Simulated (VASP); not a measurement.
# HfC (Fm-3m) in VASP: settings compared, part 2 of 2

VASP 6.6.1. Earlier steps stand in the parts before.

## (3) Band structure, TPSS

File INCAR:

```
PREC = Accurate
ENCUT = 520
EDIFF = 1E-6
ISMEAR = -1
SIGMA = 0.05
LREAL = F
LASPH = T
NELM = 80
ALGO = Normal
ISIF = 2
LWAVE = F
LCHARG = F
LMAXMIX = 4
METAGGA = TPSS
LMIXTAU = T
NBANDS = 14
```

File KPOINTS:

```
regular mesh
0
Gamma
  10 10 10
```

File POSCAR:

```
HfC
1.0
    0.0000000000      2.3250000000      2.3250000000
    2.3250000000      0.0000000000      2.3250000000
    2.3250000000      2.3250000000      0.0000000000
Hf C
1 1
Direct
    0.5000000000      0.5000000000      0.5000000000
    0.0000000000      0.0000000000      0.0000000000
```

File KPOINTS_OPT:

```
path GXWKGLUWLK,UX
10
line-mode
reciprocal
 0.0000000000  0.0000000000  0.0000000000  G
 0.5000000000  0.0000000000  0.5000000000  X

 0.5000000000  0.0000000000  0.5000000000  X
 0.5000000000  0.2500000000  0.7500000000  W

 0.5000000000  0.2500000000  0.7500000000  W
 0.3750000000  0.3750000000  0.7500000000  K

 0.3750000000  0.3750000000  0.7500000000  K
 0.0000000000  0.0000000000  0.0000000000  G

 0.0000000000  0.0000000000  0.0000000000  G
 0.5000000000  0.5000000000  0.5000000000  L

 0.5000000000  0.5000000000  0.5000000000  L
 0.6250000000  0.2500000000  0.6250000000  U

 0.6250000000  0.2500000000  0.6250000000  U
 0.5000000000  0.2500000000  0.7500000000  W

 0.5000000000  0.2500000000  0.7500000000  W
 0.5000000000  0.5000000000  0.5000000000  L

 0.5000000000  0.5000000000  0.5000000000  L
 0.3750000000  0.3750000000  0.7500000000  K

 0.6250000000  0.2500000000  0.6250000000  U
 0.5000000000  0.0000000000  0.5000000000  X
```

Potentials or basis: VASP PAW PBE potentials, release 64 (Hf_pv, C).

Started as:

```
$ cat potpaw_PBE.64/Hf_pv/POTCAR potpaw_PBE.64/C/POTCAR > POTCAR
$ mpirun -np 1 vasp_std > vasp.out
```

OUTCAR:

```text
PREC = Accurate
   ENCUT = 520
   EDIFF = 1E-6
   ISMEAR = -1
   LREAL = F
   LASPH = T
   NELM = 80
   ISIF = 2
   METAGGA = TPSS

 ion  position               nearest neighbor table
   1  0.500  0.500  0.500-   2 2.33   2 2.33   2 2.33   2 2.33   2 2.33   2 2.33
   2  0.000  0.000  0.000-   1 2.33   1 2.33   1 2.33   1 2.33   1 2.33   1 2.33

  LATTYP: Found a face centered cubic cell.
 ALAT       =     4.6500000000

  Lattice vectors:

 A1 = (   0.0000000000,   2.3250000000,   2.3250000000)
 A2 = (   2.3250000000,   0.0000000000,   2.3250000000)
 A3 = (   2.3250000000,   2.3250000000,   0.0000000000)

Analysis of symmetry for initial positions (statically):
=====================================================================
 Subroutine PRICEL returns:
 Original cell was already a primitive cell.

 Routine SETGRP: Setting up the symmetry group for a
 face centered cubic supercell.

 Subroutine GETGRP returns: Found 48 space group operations
 (whereof 48 operations were pure point group operations)
 out of a pool of 48 trial point group operations.

The static configuration has the point symmetry O_h .

Analysis of symmetry for dynamics (positions and initial velocities):
=====================================================================
 Subroutine PRICEL returns:
 Original cell was already a primitive cell.

 Routine SETGRP: Setting up the symmetry group for a
 face centered cubic supercell.

 Subroutine GETGRP returns: Found 48 space group operations
 (whereof 48 operations were pure point group operations)
 out of a pool of 48 trial point group operations.

The dynamic configuration has the point symmetry O_h .

 Subroutine INISYM returns: Found 48 space group operations
 (whereof 48 operations are pure point group operations),
 and found     1 'primitive' translations

----------------------------------------------------------------------------------------

                                     Primitive cell

  volume of cell :      25.1362

  direct lattice vectors                    reciprocal lattice vectors
     0.000000000  2.325000000  2.325000000    -0.215053763  0.215053763  0.215053763
     2.325000000  0.000000000  2.325000000     0.215053763 -0.215053763  0.215053763
     2.325000000  2.325000000  0.000000000     0.215053763  0.215053763 -0.215053763

  length of vectors
     3.288046533  3.288046533  3.288046533     0.372484045  0.372484045  0.372484045

  position of ions in fractional coordinates (direct lattice)
     0.500000000  0.500000000  0.500000000
     0.000000000  0.000000000  0.000000000

  ion indices of the primitive-cell ions
   primitive index   ion index
                 1           1
                 2           2

----------------------------------------------------------------------------------------

 KPOINTS: regular mesh

Automatic generation of k-mesh.
 Grid dimensions read from file:
 generate k-points for:   10   10   10

 Generating k-lattice:

  Cartesian coordinates                     Fractional coordinates (reciprocal lattice)
    -0.021505376  0.021505376  0.021505376     0.100000000  0.000000000  0.000000000
[... 39 lines left out ...]
  0.400000  0.300000  0.000000     24.000000
 [... further k-points ...]
   k-points           NKPTS =     47   k-points in BZ     NKDIM =     47   number of bands    NBANDS=     14
   number of dos      NEDOS =    301   number of ions     NIONS =      2
   total plane-waves  NPLWV =  13824
   dimension x,y,z NGX =    24 NGY =   24 NGZ =   24
   dimension x,y,z NGXF=    48 NGYF=   48 NGZF=   48
   ions per type =               1   1
   NGX,Y,Z   is equivalent  to a cutoff of  12.13, 12.13, 12.13 a.u.
   NGXF,Y,Z  is equivalent  to a cutoff of  24.27, 24.27, 24.27 a.u.
 SYSTEM =  unknown system
   PREC   = accura    normal or accurate (medium, high low for compatibility)
   ISTART =      0    job   : 0-new  1-cont  2-samecut
   ICHARG =      2    charge: 1-file 2-atom 10-const
   ISPIN  =      1    spin polarized calculation?
   LNONCOLLINEAR =      F non collinear calculations
   LSORBIT =      F    spin-orbit coupling
   LASPH  =      T    aspherical Exc in radial PAW
   ENCUT  =  520.0 eV  38.22 Ry    6.18 a.u.   6.11  6.11  6.11*2*pi/ulx,y,z
   NELM   =     80;   NELMIN=  2; NELMDL= -5     # of ELM steps
   EDIFF  = 0.1E-05   stopping-criterion for ELM
   LREAL  =      F    real-space projection
   EDIFFG = 0.1E-04   stopping-criterion for IOM
   NSW    =      0    number of steps for IOM
   IBRION =     -1    ionic relax: 0-MD 1-quasi-New 2-CG
   NFREE  =      0    steps in history (QN), initial steepest desc. (CG)
   ISIF   =      2    stress and relaxation
   ISYM   =      2    0-nonsym 1-usesym 2-fastsym
   POTIM  = 0.5000    time-step for ionic-motion
   TEBEG  =    0.0;   TEEND  =   0.0 temperature during run
   PSTRESS=    0.0 pullay stress
   NELECT =      14.0000    total number of electrons
   NUPDOWN=      -1.0000    fix difference up-down
   EMIN   =  10.00;   EMAX   =-10.00  energy-range for DOS
   EFERMI =   0.00;   METHOD = LEGACY
   ISMEAR =    -1;   SIGMA  =   0.05  broadening in eV -4-tet -1-fermi 0-gaus
   EFERMI_NEDOS =   21; number of points for ismear=-14 and -15
   IALGO  =     38    algorithm
   IMIX   =      4    mixing-type and parameters
     AMIX     =   0.40;   BMIX     =  1.00
     AMIX_MAG =   1.60;   BMIX_MAG =  1.00
  volume/ion in A,a.u.               =      12.57        84.81
  Fermi-wavevector in a.u.,A,eV,Ry     =   1.346949  2.545365 24.684672  1.814272
  Thomas-Fermi vector in A             =   2.474740
   LORBIT       =      0    0 simple, 1 ext, 2 COOP (PROOUT), +10 PAW based schemes
   METAGGA = TPSS    functional components
   LHFCALC =     F    Hartree Fock is set to
   AEXX    =    0.0000 exact exchange contribution
   IVDW    =     0    specifies the selected vdW correction
   LEPSILON=     F    determine dielectric tensor
   LRPA    =     F    only Hartree local field effects (RPA)
 non-spin polarized calculation
  energy-cutoff  :      520.00
  volume of cell :       25.14
 maximum number of plane-waves:       700
   NGX = 13   NGY = 13   NGZ = 13

 number of electron      14.0000000 magnetization

 Free energy of the ion-electron system (eV)
  ---------------------------------------------------
  ext. energy  EPLUGINS =         0.00000000
  ---------------------------------------------------
  free energy    TOTEN  =       -24.38348628 eV

  energy without entropy =      -24.38061158  energy(sigma->0) =      -24.38204893

 E-fermi :   5.9726     XC(G=0): -12.4881

 val. band max:        5.8936097387   @ k =   0.2000   0.2000   0.0000
 cond. band min:       5.9735784288   @ k =   0.1000   0.0000   0.0000
 fundamental gap:      0.0799686901
 Fermi energy:         5.9725564589

 k-point     1 :       0.0000    0.0000    0.0000
  band No.  band energies     occupation
      1     -23.8871      2.00000
      2     -23.8871      2.00000
      3     -23.8871      2.00000
      4      -6.6433      2.00000
      5       6.9554      0.00000
      6       6.9554      0.00000
      7       6.9554      0.00000
      8       7.3395      0.00000
      9       7.3395      0.00000
     10       7.3395      0.00000
     11       9.4805      0.00000
     12       9.4805      0.00000
     13      12.7186      0.00000
     14      16.7988      0.00000
[... 377 lines left out ...]
      1     -24.3767      2.00000
      2     -24.0835      2.00000
      3     -24.0629      2.00000
      4      -4.5913      2.00000
      5       2.1814      2.00000
      6       4.0958      2.00000
      7       5.2212      2.00000
      8       6.1430      0.06399
      9      11.4457      0.00000
     10      12.3641      0.00000
     11      12.5087      0.00000
     12      14.2715      0.00000
     13      17.7427      0.00000
     14      18.7154      0.00000

 [... further k-points ...]

------------------------ aborting loop because EDIFF is reached ----------------------------------------

  FORCE on cell =-STRESS in cart. coord.  units (eV):
  Direction    XX          YY          ZZ          XY          YZ          ZX
  --------------------------------------------------------------------------------------
  -------------------------------------------------------------------------------------
  Total       -0.2215361     -0.2215361     -0.2215361      0.0000000      0.0000000      0.0000000
  in kB      -14.1206973    -14.1206973    -14.1206973      0.0000000      0.0000000      0.0000000
  external PRESSURE =     -14.1206973 kB  Pullay stress =       0.0000000 kB

 VOLUME and BASIS-vectors are now :
 -----------------------------------------------------------------------------
  energy-cutoff  :      520.00
  volume of cell :       25.14
      direct lattice vectors                 reciprocal lattice vectors
     0.000000000  2.325000000  2.325000000    -0.215053763  0.215053763  0.215053763
     2.325000000  0.000000000  2.325000000     0.215053763 -0.215053763  0.215053763
     2.325000000  2.325000000  0.000000000     0.215053763  0.215053763 -0.215053763

 POSITION                                       TOTAL-FORCE (eV/Angst)
 -----------------------------------------------------------------------------------
      2.32500      2.32500      2.32500         0.000000     -0.000000      0.000000
      0.00000      0.00000      0.00000         0.000000      0.000000     -0.000000
 -----------------------------------------------------------------------------------
    total drift:                                0.000000     -0.000000      0.000000

  FREE ENERGIE OF THE ION-ELECTRON SYSTEM (eV)
  ---------------------------------------------------
  free  energy   TOTEN  =       -24.3834862790 eV

  energy  without entropy=      -24.3806115784  energy(sigma->0) =      -24.38204893
```

Run time: 91 s. Hardware: 1 thread of Intel Xeon Platinum 8488C (Sapphire Rapids), shared host; peak memory 0.16 GiB.

What came out:

| Property | Result |
| --- | --- |
| Free energy | -24.3835 eV |
| Pressure | -1.4 GPa |
| Band gap along the path | none (metal or under the smearing width) |

Levels at the corners of the path, in eV from the Fermi level:
| point | band 5 | band 6 | band 7 | band 8 | band 9 | band 10 |
| --- | --- | --- | --- | --- | --- | --- |
| Γ | 0.98 | 0.98 | 0.98 | 1.37 | 1.37 | 1.37 |
| X | -2.69 | -1.85 | -0.14 | -0.14 | 5.45 | 6.72 |
| X | -2.69 | -1.85 | -0.14 | -0.14 | 5.45 | 6.72 |
| W | -3.02 | -2.80 | -2.80 | 3.66 | 3.66 | 6.74 |
| W | -3.02 | -2.80 | -2.80 | 3.66 | 3.66 | 6.74 |
| K | -3.59 | -2.82 | -1.67 | 1.55 | 5.77 | 6.18 |
| K | -3.59 | -2.82 | -1.67 | 1.55 | 5.77 | 6.18 |
| Γ | 0.98 | 0.98 | 0.98 | 1.37 | 1.37 | 1.37 |
| Γ | 0.98 | 0.98 | 0.98 | 1.37 | 1.37 | 1.37 |
| L | -6.22 | -3.01 | -3.01 | 5.32 | 5.32 | 5.80 |
| L | -6.22 | -3.01 | -3.01 | 5.32 | 5.32 | 5.80 |
| U | -3.59 | -2.82 | -1.67 | 1.55 | 5.77 | 6.18 |
| U | -3.59 | -2.82 | -1.67 | 1.55 | 5.77 | 6.18 |
| W | -3.02 | -2.80 | -2.80 | 3.66 | 3.66 | 6.74 |
| W | -3.02 | -2.80 | -2.80 | 3.66 | 3.66 | 6.74 |
| L | -6.22 | -3.01 | -3.01 | 5.32 | 5.32 | 5.80 |
| L | -6.22 | -3.01 | -3.01 | 5.32 | 5.32 | 5.80 |
| K | -3.59 | -2.82 | -1.67 | 1.55 | 5.77 | 6.18 |
| U | -3.59 | -2.82 | -1.67 | 1.55 | 5.77 | 6.18 |
| X | -2.69 | -1.85 | -0.14 | -0.14 | 5.45 | 6.72 |

Caveat: the PAW data sets were made with another functional, which shifts forces and pressure a little; spin-orbit coupling is left out, which moves the levels of the heavy elements.

## (4) Band structure, revTPSS

File INCAR:

```
PREC = Accurate
ENCUT = 520
EDIFF = 1E-7
ISMEAR = -1
SIGMA = 0.05
LREAL = False
LASPH = True
NELM = 80
ALGO = Normal
ISIF = 2
LWAVE = False
LCHARG = False
LMAXMIX = 4
METAGGA = RTPSS
LMIXTAU = True
NBANDS = 14
```

KPOINTS is that of step 3.

POSCAR is that of step 3.

KPOINTS_OPT is that of step 3.

Started as:

```
$ cat potpaw_PBE.64/Hf_pv/POTCAR potpaw_PBE.64/C/POTCAR > POTCAR
$ mpirun -np 1 vasp_std > vasp.out
```

Run time: 69 s. Hardware: 1 thread of Intel Xeon Platinum 8488C (Sapphire Rapids), shared host; peak memory 0.17 GiB.

It converged, with:

```yaml
Free_energy: 14.3794 eV
Pressure: -4.4 GPa
Band_gap_along_the_path: none (metal or under the smearing width)
```

Levels at the corners of the path, in eV from the Fermi level:
```tsv
point	band 4	band 5	band 6	band 7	band 8	band 9	band 10	band 11
Γ	-12.62	1.00	1.00	1.00	1.34	1.34	1.34	3.50
X	-10.74	-2.71	-1.88	-0.13	-0.13	5.45	6.72	6.72
X	-10.74	-2.71	-1.88	-0.13	-0.13	5.45	6.72	6.72
W	-10.01	-3.02	-2.82	-2.82	3.66	3.66	6.74	7.23
W	-10.01	-3.02	-2.82	-2.82	3.66	3.66	6.74	7.23
K	-10.09	-3.61	-2.84	-1.66	1.54	5.76	6.18	8.34
K	-10.09	-3.61	-2.84	-1.66	1.54	5.76	6.18	8.34
Γ	-12.62	1.00	1.00	1.00	1.34	1.34	1.34	3.50
Γ	-12.62	1.00	1.00	1.00	1.34	1.34	1.34	3.50
L	-8.93	-6.24	-3.01	-3.01	5.32	5.32	5.81	6.41
L	-8.93	-6.24	-3.01	-3.01	5.32	5.32	5.81	6.41
U	-10.09	-3.61	-2.84	-1.66	1.54	5.76	6.18	8.34
U	-10.09	-3.61	-2.84	-1.66	1.54	5.76	6.18	8.34
W	-10.01	-3.02	-2.82	-2.82	3.66	3.66	6.74	7.23
W	-10.01	-3.02	-2.82	-2.82	3.66	3.66	6.74	7.23
L	-8.93	-6.24	-3.01	-3.01	5.32	5.32	5.81	6.41
L	-8.93	-6.24	-3.01	-3.01	5.32	5.32	5.81	6.41
K	-10.09	-3.61	-2.84	-1.66	1.54	5.76	6.18	8.34
U	-10.09	-3.61	-2.84	-1.66	1.54	5.76	6.18	8.34
X	-10.74	-2.71	-1.88	-0.13	-0.13	5.45	6.72	6.72
```

Caveat: the PAW data sets were made with another functional, which shifts forces and pressure a little; spin-orbit coupling is left out, which moves the levels of the heavy elements.

## (5) The reference run

An earlier run on the cell as given: functional PBE; potentials or basis VASP PAW PBE potentials, release 64 (Hf_pv, C); cutoff 520 eV; k mesh 10 × 10 × 10; occupations fermi-dirac, width 0.05 eV; no spin polarisation.

- Pressure: -0.4 GPa
- Band gap on the k mesh: none (metal or under the smearing width)

## (6) The runs side by side

| task | level | pressure (GPa) |
| --- | --- | --- |
| band structure | AM05 | -7.9 |
| band structure | TPSS | -1.4 |
| band structure | revTPSS | -4.4 |
| single point | PBE | -0.4 |

Alike in all rows: potentials or basis VASP PAW PBE potentials, release 64 (Hf_pv, C); no spin polarisation; cell as given; k mesh 10 × 10 × 10; cutoff (eV) 520; smearing fermi-dirac 0.05 eV.

The pressure there spans -7.9 GPa (AM05) to -0.4 GPa (PBE); a positive pressure means that this level wants a larger cell, a negative one a smaller.

Caveats: the PAW data sets were made with another functional, which shifts forces and pressure a little (some runs); spin-orbit coupling is left out, which moves the levels of the heavy elements (some runs).

Total energies depend on the potentials used, so only differences within one code and one set of settings carry meaning.
